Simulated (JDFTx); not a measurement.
Runs of JDFTx 1.7.0 (patched build) on MnS. Symmetry: Fm-3m, No. 225, cubic system. The conventional cell has a = 5.209 Å, b = 5.209 Å, c = 5.209 Å, α = 90.00°, β = 90.00°, γ = 90.00°. Mn (site symmetry m-3m) has 6 S at 2.60 Å as nearest neighbours. S (site symmetry m-3m) is surrounded by 6 Mn at 2.60 Å. 

```tsv
task	level	potentials or basis	cell	k mesh	further solve for the empty bands	mesh quality	gap on the mesh (eV)	pressure (GPa)	moment (μB)	relaxed volume (Å³/atom)
relaxation of cell and atoms	PBE+D3	PseudoDojo-SR-PBE-0.5-standard with smoothed tails	relaxed	4 × 4 × 4	no	coarse	none	0.0	4.38	16.00
single point	PBEsol	PseudoDojo-SR-PBEsol-0.4.1-standard with smoothed tails	as given	9 × 9 × 9	yes	not flagged	none	-6.7	4.72	-
relaxation of cell and atoms	PBE+D2	PseudoDojo-SR-PBE-0.5-standard with smoothed tails	relaxed	4 × 4 × 4	no	coarse	none	0.0	4.37	(a)
single point	PBEsol	PseudoDojo-SR-PBEsol-0.4.1-standard with smoothed tails	atoms moved at random, drawn with an rms of 0.05 Å	9 × 9 × 9	yes	not flagged	none	-6.7	4.72	-
relaxation of cell and atoms	PBE	PseudoDojo-SR-PBE-0.5-standard with smoothed tails	relaxed	4 × 4 × 4	no	coarse	none	0.0	4.38	16.33
```

Alike in all rows: spin collinear, ferromagnetic start; cutoff (eV) 1306; smearing fermi-dirac 0.05 eV.

Q: Estimate the missing entries.

A: (a) 15.72.

Caveats: some runs use coarse meshes; a cell with one magnetic atom can't hold antiferromagnetic order, which such compounds often take; semilocal functionals often make such compounds metallic where correlation or magnetic order opens a gap, which also shifts bond lengths; the plane waves are those of the starting cell, so after so large a change of volume the result is rough (some runs); pairwise dispersion overbinds metals, which lowers pressure and volume (some runs).

A gap of «none» marks a metal or a gap under the smearing width.
